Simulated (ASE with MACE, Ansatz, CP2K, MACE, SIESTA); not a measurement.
## Machine-learned potentials runs on liquid Al2O3 at 2363 K (220 atoms)

Wanted: machine-learned potentials inputs and outputs for liquid Al2O3 at 2363 K (220 atoms), checked against a plane-wave reference.

Main program and level: ASE with MACE; the method is named at each step.

## 1. Set-up

The cell holds 220 atoms: 88 Al and 132 O. Its edges and angles: a = 21.658 Å, b = 10.829 Å, c = 10.829 Å, α = 90.0°, β = 90.0°, γ = 90.0°. 110 atoms (44 Al, 66 O) placed at random at 2.93 g/cm³, melted at 4500 K for 20 ps at fixed volume with the Morse and Coulomb pair potential with partial charges (Pedone, Malavasi, Menziani, Cormack and Segre, J. Phys. Chem. B 110, 11780 (2006)). Snapshot at the end of a hold of 20 ps at 2363 K and fixed volume. The cell was repeated 2 x 1 x 1. Then every atom was moved at random, 0.03 Å r.m.s. a Cartesian component.

The yardstick, on the same geometry:

```
method                                           : Kohn-Sham DFT, PBE, PAW, plane waves (Ansatz 0.2.0); cutoff 420 eV, Γ point, fermi-dirac smearing of 0.05 eV; PAW set soft_2
r.m.s. force component                           : 2.436 eV/Å
longest force                                    : 12.91 eV/Å
gap (highest filled to lowest empty level) : 0.6766 eV
SCF cycles                                       : 11
time                                             : 78 s on 4 threads of Arm Neoverse V1, shared host
CPU time                                         : 5.1 min
```

## 2. MACE MP-0b2 small potential

Method: machine-learned interatomic potential MACE MP-0b2 small, trained on PBE(+U) plane-wave data.

run.py

```python
import numpy as np
from ase.io import read
import mlip  # loads the published weights by name

atoms = read("structure.xyz")
atoms.calc = mlip.calc("mace-mp-0b2-small")
energy = atoms.get_potential_energy()
forces = atoms.get_forces()
print(f"energy {energy:.6f} eV")
print("forces (eV/A)")
for i, (a, f) in enumerate(zip(atoms, forces)):
    print(f"{i:4d} {a.symbol:2s} {f[0]:10.5f} {f[1]:10.5f} {f[2]:10.5f}")
```

structure.xyz

```xyz
220
Lattice="21.65820 0.00000 0.00000 0.00000 10.82910 0.00000 0.00000 0.00000 10.82910" Properties=species:S:1:pos:R:3 pbc="T T T"
Al 4.57724 1.61549 2.76153
Al 6.30968 7.97065 1.78637
Al 5.96662 0.52229 7.68411
Al 10.38576 6.98044 7.98159
Al 5.86699 4.21003 7.26329
Al 9.53654 4.26959 3.09463
Al 6.49378 10.70825 4.50339
Al 2.81210 6.48360 10.71160
Al 7.61871 1.80142 1.97523
Al 4.17613 8.37122 5.55175
Al 10.27638 0.29520 6.19641
Al 4.28811 8.40717 8.57221
Al 4.64828 2.09099 6.38906
Al 2.85563 0.06606 8.79334
Al 3.59699 9.78507 3.57263
Al 6.88298 4.78592 4.35189
Al 4.42325 4.53469 1.34725
Al 5.80635 6.40065 9.90083
Al 8.95458 6.04101 6.36350
Al 1.59686 2.10680 0.47399
Al 3.45578 4.81927 5.62691
Al 8.57881 1.18611 9.20073
Al 10.72362 8.14218 10.56444
Al 10.70370 3.46347 6.76743
Al 9.63032 2.05428 0.34696
Al 7.08895 7.92116 7.19962
Al 8.19308 4.56089 9.24913
Al 8.77135 8.84824 4.81527
Al 0.30820 4.79448 9.43290
Al 7.12685 9.39240 9.83510
Al 0.40306 6.73234 1.95119
Al 0.98956 10.51776 1.60455
Al 5.89969 2.75395 10.67847
Al 10.67186 10.30129 9.42630
Al 10.07041 0.98621 3.34825
Al 7.58232 5.43188 1.39251
Al 0.93195 5.89861 4.65099
Al 4.69073 10.32685 0.56203
Al 9.01371 9.01577 1.71154
Al 1.08767 8.83395 7.32502
Al 2.48506 3.97969 8.82366
Al 2.05125 1.71284 5.37881
Al 3.69814 6.47786 3.10232
Al 0.78576 9.33035 4.43874
O 4.55537 6.66834 4.86692
O 3.91775 4.50783 7.46472
O 9.19867 7.20449 5.14231
O 9.81463 7.56846 1.58549
O 0.63892 7.64372 3.74871
O 5.34914 4.82566 10.39063
O 7.04585 0.09984 8.80308
O 2.79001 2.80409 10.24812
O 7.47056 8.81380 5.83591
O 8.79886 7.58015 7.44327
O 6.55247 6.71296 0.83222
O 5.03012 9.44384 4.67741
[... 160 atom lines left out ...]
O 18.23902 5.42029 5.85324
O 17.47708 8.06107 9.03418
O 16.74785 0.80525 6.14736
O 14.95694 0.05209 2.13745
```

Run with:

```
$ OMP_NUM_THREADS=4 python run.py > output.txt
```

What it wrote:

```text
energy -1514.980300 eV
forces (eV/A)
   0 Al    1.78342    1.49905    4.09689
   1 Al   -2.27278    5.77310    3.59081
   2 Al   -2.95625   -0.59456    4.87372
   3 Al   -1.82037    0.51671    1.71607
   4 Al   -1.28451    2.24545    0.58824
   5 Al   -1.76418   -1.38693    1.79686
   6 Al   -1.20507   -0.61938    0.97413
   7 Al   -1.20625    0.19575   -0.86460
   8 Al   -1.05281    2.02971    0.02118
   9 Al   -0.84337   -5.11498    3.23917
  10 Al   -0.57002    0.00468    1.49874
  11 Al   -2.05141   -3.80129   -0.94970
  12 Al   -1.31293    1.19769   -3.21481
  13 Al    0.97512   -0.83248   -1.31975
  14 Al   -1.63298   -0.01455   -2.25497
  15 Al    0.36326   -1.60711   -2.44120
  16 Al    3.77347   -1.03617    0.28245
  17 Al    4.93518   -0.52251   -0.31052
  18 Al    1.13737   -0.95057   -2.33718
  19 Al    1.82132    8.30206   -9.32519
  20 Al    1.33268   -0.38031    0.43139
  21 Al    1.09335   -6.18049   -2.00044
  22 Al    0.49958   -3.50389    3.45819
  23 Al    1.00926    5.88694   -1.34405
[...]
212 O     2.77012   -2.00052   -0.44242
 213 O    -0.32725   -0.59364   -0.18347
 214 O     2.67852   -0.00856   -0.72730
 215 O    -0.12317   -0.38530   -1.06059
 216 O    -1.91668   -0.31249    1.68201
 217 O    -1.54527   -3.75548   -2.15324
 218 O     1.14612   -0.56030   -7.25088
 219 O    -0.84026    0.83629    3.00580
```

It took 8.2 s on 4 threads of Arm Neoverse V1, shared host; peak memory 0.85 GiB; 8.9 s of CPU time.

Banners, paths, timers and routine set-up lines are dropped from the logs unmarked, and long logs keep their key lines alone; longer cuts are marked.

Compared with the plane-wave run:

```
r.m.s. force component                  : 2.375 eV/Å
r.m.s. difference of force components   : 165 meV/Å
longest difference of force vectors     : 814 meV/Å
force difference over r.m.s. force      : 6.772 %
slope of forces against the reference's : 0.9729
correlation of force components         : 0.998
```

Length of the force difference by element (eV/Å):

| element | atoms | mean | most |
| --- | --- | --- | --- |
| Al | 88 | 0.34 | 0.81 |
| O | 132 | 0.19 | 0.60 |

A closer look about Al20, which bears the longest force: 11 atoms, nearest first, numbered in the order of the input, with positions taken from that point.

| atom | x | y | z | distance (Å) | bonds | Fx | Fy | Fz (eV/Å) |
| --- | --- | --- | --- | --- | --- | --- | --- | --- |
| Al20 | 0.00 | 0.00 | 0.00 | 0.00 | 3 | 1.82 | 8.30 | -9.33 |
| O95 | -0.26 | -0.80 | 1.23 | 1.49 | 2 | -1.73 | -2.72 | 7.03 |
| O52 | 1.19 | 0.70 | -1.05 | 1.74 | 2 | 0.02 | -0.39 | -1.36 |
| O60 | -1.43 | 1.38 | -0.44 | 2.04 | 3 | -0.25 | -1.65 | -0.48 |
| O181 | -2.07 | -1.17 | -1.22 | 2.67 | 3 | -0.76 | 5.31 | 0.85 |
| Al32 | -0.61 | -2.42 | 1.13 | 2.74 | 4 | -2.21 | 0.09 | -3.75 |
| Al135 | -2.75 | -0.02 | -0.12 | 2.75 | 4 | 1.23 | 3.29 | 0.94 |
| O93 | 1.35 | -2.72 | -0.87 | 3.16 | 2 | 1.38 | 1.25 | 1.56 |
| O77 | 2.74 | 0.81 | 1.39 | 3.17 | 2 | -1.68 | 3.32 | -2.12 |
| O169 | -2.73 | 0.36 | 1.66 | 3.21 | 4 | -0.23 | -0.65 | 2.73 |
| Al41 | 0.89 | 1.87 | -2.48 | 3.23 | 4 | 6.76 | -3.82 | -1.76 |

Atoms are counted from 1 here, from 0 in the log.

Forces lie 6.8 % from the reference's, at 0.029 times its CPU time.

## 3. Summary of results

| Item | Value |
| --- | --- |
| force difference from the reference | MACE MP-0b2 small potential, 6.8 % |
| its CPU time | 8.9 s |

In words: Machine-learned potentials differ by 6.8 % (MACE MP-0b2 small potential); they were trained on other programs' data. The frame stands for 2363 K, but pressures are static and levels are smeared at 580 K. Machine-learned potentials mimic data converged in k, so the reference's own k-point error enters their differences. The network of bonds at the start is that of the classical potential that made the cell, and needn't be the one that DFT or experiment would give. The electronic-structure runs sample only Γ, in a cell whose shortest periodic width is 11 Å.

[Also dropped from logs without a mark: logging warnings of Python, and SIESTA's first energy breakdown and zero terms.]

[Logs are printed without paths, hosts, clocks, repeated set-up lines and the standing remarks that a program may print on its own settings, such as how far it seeks lower states.]

[Hosts, paths, dates, database ids (printed as entryN), source tags and the programs' standing remarks are cut or masked in the printed files.]
